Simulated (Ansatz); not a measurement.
Theory: Ansatz, DFT PBE, scalar-relativistic, plane waves, PAW. All cells share a 420 eV cutoff and Γ-centred k meshes spaced at most about 0.3 Å⁻¹ (about 0.25 or finer for metals, 2π included). No spin polarisation.

Temperature and zero-point effects are left out.

Compare these two cells of Bi₂S, each relaxed at this level.

A.

```xyz
6
Lattice="-1.7908 1.7908 12.7891 1.7908 -1.7908 12.7891 1.7908 1.7908 -12.7891" Properties=species:S:1:pos:R:3 pbc="T T T"
Bi    0.0000    0.0000   10.9779
Bi    1.7908    0.0000    4.5833
Bi    1.7908    0.0000    8.2058
Bi    0.0000    0.0000   14.6004
S     0.0000    0.0000    0.0000
S     0.0000    1.7908    6.3946
```

B.

```xyz
12
Lattice="7.4398 0.0000 0.0000 0.0000 12.0778 0.0000 -1.1468 0.0000 4.0275" Properties=species:S:1:pos:R:3 pbc="T T T"
Bi    0.0668   10.2412    0.0521
Bi    6.7996    4.2023    1.9617
Bi    6.2262    1.8366    3.9754
Bi   -0.5066    7.8754    2.0659
Bi    2.0112   10.5965    2.7795
Bi    3.7084    4.5576    3.2618
Bi    4.2818    1.4812    1.2481
Bi    2.5846    7.5201    0.7657
S     2.2859    4.9308    0.6803
S     4.5805   10.9697    1.3335
S     4.0071    7.1469    3.3472
S     1.7125    1.1081    2.6941
```

Problem. Which is lower in energy, and by how much?

Solution. B is lower, by 188 meV/atom. A has space group I4_1/amd (No. 141), 27.3 Å³/atom and no gap on its mesh; B has space group P2_1/c (No. 14), 30.2 Å³/atom and no gap. Counting S atoms around Bi (those within 1.25 times the shortest such distance or 1.15 times the sum of covalent radii, 1.27 where that leaves under three; a plus sign parts nearer from farther groups; the shortest distance is added where it exceeds 1.18 times the sum of covalent radii; a slash parts the counts of unlike sites), A has Bi 4 from 3.1 Å and B has Bi 1+2/2+1 from 3.3 Å. The lower one is the more open, so pressure narrows the difference. In A, around Bi lie 4 S at 3.11 Å, 2 Bi at 3.30 Å and 5 Bi at 3.58–3.62 Å; S has 8 Bi at 3.11 Å and 4 S at 3.58 Å. In B, Bi on its first site has 2 Bi at 3.16 Å, 2 S at 3.28–3.35 Å, 2 Bi at 3.37 Å and 2 Bi at 3.68–3.78 Å; Bi on its second site is surrounded by 1 S at 2.61 Å, 2 S at 2.97 Å, 2 Bi at 3.37 Å and 3 Bi at 3.72–3.78 Å; S has 1 Bi at 2.61 Å, 2 Bi at 2.97 Å and 2 Bi at 3.28–3.35 Å. Origin: A, invented; B, reached from a Materials Project cell.

These runs have no spin–orbit coupling, which can matter for Bi. Cells relaxed within their symmetry can be saddle points.
